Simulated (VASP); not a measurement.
Data:

```
LiI
1.0
    0.00000     3.01000     3.01000
    3.01000     0.00000     3.01000
    3.01000     3.01000     0.00000
Li I
1 1
Direct
  0.00000   0.00000   0.00000
  0.50000   0.50000   0.50000
```

Method: PBEsol GGA, VASP's PBE PAW potentials (set 64) (plane waves; VASP). Run with 520 eV cut-off, 7×7×7 Γ-centred mesh, Gaussian smearing of 0.050 eV, potentials Li_sv I.

Energy and stress use the plane-wave basis of the starting cell.

The ions, cell shape and volume are relaxed. Give the cell that the relaxation ends in.

```
LiI
1.0
    0.00000     2.95138     2.95138
    2.95138     0.00000     2.95138
    2.95138     2.95138     0.00000
Li I
1 1
Direct
  0.00000   0.00000   0.00000
  0.50000   0.50000   0.50000
```
Space group Fm-3m (225), at a tolerance of 0.03 Å.

How do energy and volume change from the first to the last step?

The energy (σ→0) changes by -6.0 meV/atom and the volume by -5.7 %, in 4 ionic steps.

| step | E(σ→0) (eV) | max force (eV/Å) | pressure (GPa) | volume (Å³) |
|---|---|---|---|---|
| 1 | -6.1455 | 0.000 | -1.17 | 54.54 |
| 2 | -6.1543 | 0.000 | -0.63 | 52.99 |
| 3 | -6.1575 | 0.000 | -0.07 | 51.59 |
| 4 | -6.1575 | 0.000 | -0.02 | 51.42 |

The compound is LiI in the rock salt structure. This run relaxes it. Symmetry was kept, so distortions that lower it aren't found.
